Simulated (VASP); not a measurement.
# C in VASP: notebook, part 2 of 2

VASP 6.6.1. The steps go on from the part before.

### 3 Single point, PBEsol

This run uses another cell than the first one, of 36.84 Å³/atom, 0.591 times its volume.

INCAR reads:

```
SYSTEM = C
  ALGO = Normal
  DIPOL = 0.5 0.5 0.500
  EDIFF = 1E-6
  ENCUT = 520
  GGA = PS
  IDIPOL = 3
  ISIF = 2
  ISMEAR = 0
  LASPH = .TRUE.
  LCHARG = .FALSE.
  LDIPOL = .TRUE.
  LREAL = .FALSE.
  LWAVE = .FALSE.
  NBANDS = 11
  NELM = 100
  PREC = Accurate
  SIGMA = 0.03
```

KPOINTS reads:

```
k-points
0
G
  18 18 1
  0 0 0
```

POSCAR reads:

```
C
1.0
    2.4650000000      0.0000000000      0.0000000000
   -1.2325000000      2.1347526203      0.0000000000
    0.0000000000      0.0000000000     14.0000000000
C
2
Direct
    0.3333330000      0.6666670000      0.5000000000
    0.6666670000      0.3333330000      0.5000000000
```

Potentials or basis: VASP PAW PBE potentials, release 64 (C).

Started as:

```sh
cat potpaw_PBE.64/C/POTCAR > POTCAR
mpirun -np 1 vasp_std > vasp.out
```

OUTCAR:

```text
SYSTEM = C
   EDIFF = 1E-6
   ENCUT = 520
   GGA = PS
   ISIF = 2
   ISMEAR = 0
   LASPH = .TRUE.
   LREAL = .FALSE.
   NELM = 100
   PREC = Accurate

 ion  position               nearest neighbor table
   1  0.333  0.667  0.500-   2 1.42   2 1.42   2 1.42
   2  0.667  0.333  0.500-   1 1.42   1 1.42   1 1.42

  LATTYP: Found a hexagonal cell.
 ALAT       =     2.4650000000
 C/A-ratio  =     5.6795131846

  Lattice vectors:

 A1 = (   2.4650000000,   0.0000000000,   0.0000000000)
 A2 = (  -1.2325000000,   2.1347526203,   0.0000000000)
 A3 = (   0.0000000000,   0.0000000000,  14.0000000000)

Analysis of symmetry for initial positions (statically):
=====================================================================
 Subroutine PRICEL returns:
 Original cell was already a primitive cell.

 Routine SETGRP: Setting up the symmetry group for a
 hexagonal supercell.

 Subroutine GETGRP returns: Found 24 space group operations
 (whereof 24 operations were pure point group operations)
 out of a pool of 24 trial point group operations.

The static configuration has the point symmetry D_6h.

Analysis of symmetry for dynamics (positions and initial velocities):
=====================================================================
 Subroutine PRICEL returns:
 Original cell was already a primitive cell.

 Routine SETGRP: Setting up the symmetry group for a
 hexagonal supercell.

 Subroutine GETGRP returns: Found 24 space group operations
 (whereof 24 operations were pure point group operations)
 out of a pool of 24 trial point group operations.

The dynamic configuration has the point symmetry D_6h.

 Subroutine INISYM returns: Found 24 space group operations
 (whereof 24 operations are pure point group operations),
 and found     1 'primitive' translations

----------------------------------------------------------------------------------------

                                     Primitive cell

  volume of cell :      73.6703

  direct lattice vectors                    reciprocal lattice vectors
     2.465000000  0.000000000  0.000000000     0.405679513  0.234219176  0.000000000
    -1.232500000  2.134752620  0.000000000     0.000000000  0.468438352  0.000000000
     0.000000000  0.000000000 14.000000000     0.000000000  0.000000000  0.071428571

  length of vectors
     2.465000000  2.465000000 14.000000000     0.468438352  0.468438352  0.071428571

  position of ions in fractional coordinates (direct lattice)
     0.333333000  0.666667000  0.500000000
     0.666667000  0.333333000  0.500000000

  ion indices of the primitive-cell ions
   primitive index   ion index
                 1           1
                 2           2

----------------------------------------------------------------------------------------

 KPOINTS: k-points

Automatic generation of k-mesh.
 Grid dimensions read from file:
 generate k-points for:   18   18    1

 Generating k-lattice:

  Cartesian coordinates                     Fractional coordinates (reciprocal lattice)
     0.022537751  0.013012176  0.000000000     0.055555556  0.000000000  0.000000000
     0.000000000  0.026024353  0.000000000     0.000000000  0.055555556  0.000000000
     0.000000000  0.000000000  0.071428571     0.000000000  0.000000000  1.000000000

  Length of vectors
[... 44 lines left out ...]
   NGXF,Y,Z  is equivalent  to a cutoff of  24.28, 24.28, 25.65 a.u.
 SYSTEM =  C
   PREC   = accura    normal or accurate (medium, high low for compatibility)
   ISTART =      0    job   : 0-new  1-cont  2-samecut
   ICHARG =      2    charge: 1-file 2-atom 10-const
   ISPIN  =      1    spin polarized calculation?
   LNONCOLLINEAR =      F non collinear calculations
   LSORBIT =      F    spin-orbit coupling
   LASPH  =      T    aspherical Exc in radial PAW
   ENCUT  =  520.0 eV  38.22 Ry    6.18 a.u.   4.58  4.58 26.03*2*pi/ulx,y,z
   NELM   =    100;   NELMIN=  2; NELMDL= -5     # of ELM steps
   EDIFF  = 0.1E-05   stopping-criterion for ELM
   LREAL  =      F    real-space projection
   EDIFFG = 0.1E-04   stopping-criterion for IOM
   NSW    =      0    number of steps for IOM
   IBRION =     -1    ionic relax: 0-MD 1-quasi-New 2-CG
   NFREE  =      0    steps in history (QN), initial steepest desc. (CG)
   ISIF   =      2    stress and relaxation
   ISYM   =      2    0-nonsym 1-usesym 2-fastsym
   POTIM  = 0.5000    time-step for ionic-motion
   TEBEG  =    0.0;   TEEND  =   0.0 temperature during run
   PSTRESS=    0.0 pullay stress
   NELECT =       8.0000    total number of electrons
   NUPDOWN=      -1.0000    fix difference up-down
   EMIN   =  10.00;   EMAX   =-10.00  energy-range for DOS
   EFERMI =   0.00;   METHOD = LEGACY
   ISMEAR =     0;   SIGMA  =   0.03  broadening in eV -4-tet -1-fermi 0-gaus
   EFERMI_NEDOS =   21; number of points for ismear=-14 and -15
   IALGO  =     38    algorithm
   IMIX   =      4    mixing-type and parameters
     AMIX     =   0.40;   BMIX     =  1.00
     AMIX_MAG =   1.60;   BMIX_MAG =  1.00
  volume/ion in A,a.u.               =      36.84       248.58
  Fermi-wavevector in a.u.,A,eV,Ry     =   0.781041  1.475954  8.299901  0.610025
  Thomas-Fermi vector in A             =   1.884477
   LORBIT       =      0    0 simple, 1 ext, 2 COOP (PROOUT), +10 PAW based schemes
   GGA     = PS    functional components
   LHFCALC =     F    Hartree Fock is set to
   AEXX    =    0.0000 exact exchange contribution
   IVDW    =     0    specifies the selected vdW correction
   LEPSILON=     F    determine dielectric tensor
   LRPA    =     F    only Hartree local field effects (RPA)
 non-spin polarized calculation
 Gauss-broadening in eV      SIGMA  =   0.03
  energy-cutoff  :      520.00
  volume of cell :       73.67
 maximum number of plane-waves:      2018
   NGX =  9   NGY =  9   NGZ = 53

 dipolmoment           0.000000      0.000000     -0.000000 electrons x Angstroem

 number of electron       7.9999997 magnetization

 dipolmoment           0.000000      0.000000      0.000000 electrons x Angstroem

 Free energy of the ion-electron system (eV)
  ---------------------------------------------------
  ext. energy  EPLUGINS =         0.00000000
  ---------------------------------------------------
  free energy    TOTEN  =       -19.28172726 eV

  energy without entropy =      -19.28151831  energy(sigma->0) =      -19.28162279

 E-fermi :  -2.1727     XC(G=0):  -3.0573

 val. band max:       -2.1727027165   @ k =   0.3333   0.3333   0.0000
 cond. band min:      -2.1726516419   @ k =   0.3333   0.3333   0.0000
 fundamental gap:      0.0000510746
 Fermi energy:        -2.1726771793

 k-point     1 :       0.0000    0.0000    0.0000
  band No.  band energies     occupation
      1     -21.6667      2.00000
      2      -9.8295      2.00000
      3      -5.1789      2.00000
      4      -5.1788      2.00000
      5       1.2082      0.00000
      6       2.1862      0.00000
      7       2.7401      0.00000
      8       4.9852      0.00000
      9       5.8068      0.00000
     10       6.1173      0.00000
     11       6.1174      0.00000
[... 309 lines left out ...]
 k-point    24 :       0.3889    0.1111    0.0000
  band No.  band energies     occupation
      1     -16.9671      2.00000
      2     -14.3619      2.00000
      3      -9.4056      2.00000
      4      -4.7139      2.00000
      5      -0.0503      0.00000
      6       6.4531      0.00000
      7       7.7885      0.00000
      8       8.6918      0.00000
      9       9.4725      0.00000
     10      10.8918      0.00000
     11      11.0560      0.00000

 [... further k-points ...]

------------------------ aborting loop because EDIFF is reached ----------------------------------------

 vacuum level on the upper side and lower side of the slab       (xc-potential included)        -0.132        -0.132

  FORCE on cell =-STRESS in cart. coord.  units (eV):
  Direction    XX          YY          ZZ          XY          YZ          ZX
  --------------------------------------------------------------------------------------
  -------------------------------------------------------------------------------------
  Total       -0.2306758     -0.2306758     -0.0105901     -0.0000000      0.0000000      0.0000000
  in kB       -5.0167225     -5.0167225     -0.2303119     -0.0000000      0.0000000      0.0000000
  external PRESSURE =      -3.4212523 kB  Pullay stress =       0.0000000 kB

 VOLUME and BASIS-vectors are now :
 -----------------------------------------------------------------------------
  energy-cutoff  :      520.00
  volume of cell :       73.67
      direct lattice vectors                 reciprocal lattice vectors
     2.465000000  0.000000000  0.000000000     0.405679513  0.234219176  0.000000000
    -1.232500000  2.134752620  0.000000000     0.000000000  0.468438352  0.000000000
     0.000000000  0.000000000 14.000000000     0.000000000  0.000000000  0.071428571

 POSITION                                       TOTAL-FORCE (eV/Angst)
 -----------------------------------------------------------------------------------
     -0.00000      1.42317      7.00000         0.000000      0.000000      0.000000
      1.23250      0.71158      7.00000         0.000000      0.000000      0.000000
 -----------------------------------------------------------------------------------
    total drift:                                0.000000      0.000000      0.000000

  FREE ENERGIE OF THE ION-ELECTRON SYSTEM (eV)
  ---------------------------------------------------
  free  energy   TOTEN  =       -19.2817272647 eV

  energy  without entropy=      -19.2815183057  energy(sigma->0) =      -19.28162279

 vacuum level on the upper side and lower side of the slab         2.093         2.093
```

stdout:

```text
POSCAR found type information on POSCAR C
 POSCAR found :  1 types and       2 ions
 scaLAPACK will be used
 -----------------------------------------------------------------------------
|                                                                             |
|                                                                             |
|     You enforced a specific xc type in the INCAR file but a different       |
|     I HOPE YOU KNOW WHAT YOU ARE DOING!                                     |
|                                                                             |
 -----------------------------------------------------------------------------

 LDA part: xc-table for (Slater+PW92), standard interpolation
 POSCAR, INCAR and KPOINTS ok, starting setup
 FFT: planning ... GRIDC
 FFT: planning ... GRID_SOFT
 FFT: planning ... GRID
 WAVECAR not read
 entering main loop
```

Wall time 24 s (1 thread of Intel Xeon Platinum 8488C (Sapphire Rapids), shared host); peak memory 0.17 GiB.

What came out:

| Item | Value |
| --- | --- |
| Free energy | -19.2817 eV |
| Band gap on the k mesh | none (metal or under the smearing width) |

Levels at points of the mesh, in eV from the Fermi level:
```tsv
k point	band 1	band 2	band 3	band 4	band 5	band 6	band 7	band 8	band 9
(0.00, 0.00, 0.00)	-19.49	-7.66	-3.01	-3.01	3.38	4.36	4.91	7.16	7.98
(0.50, 0.00, 0.00)	-14.21	-13.25	-6.41	-2.37	1.65	7.35	11.23	11.37	12.15
```

Caveat: the PAW data sets were made with another functional, which shifts forces and pressure a little.
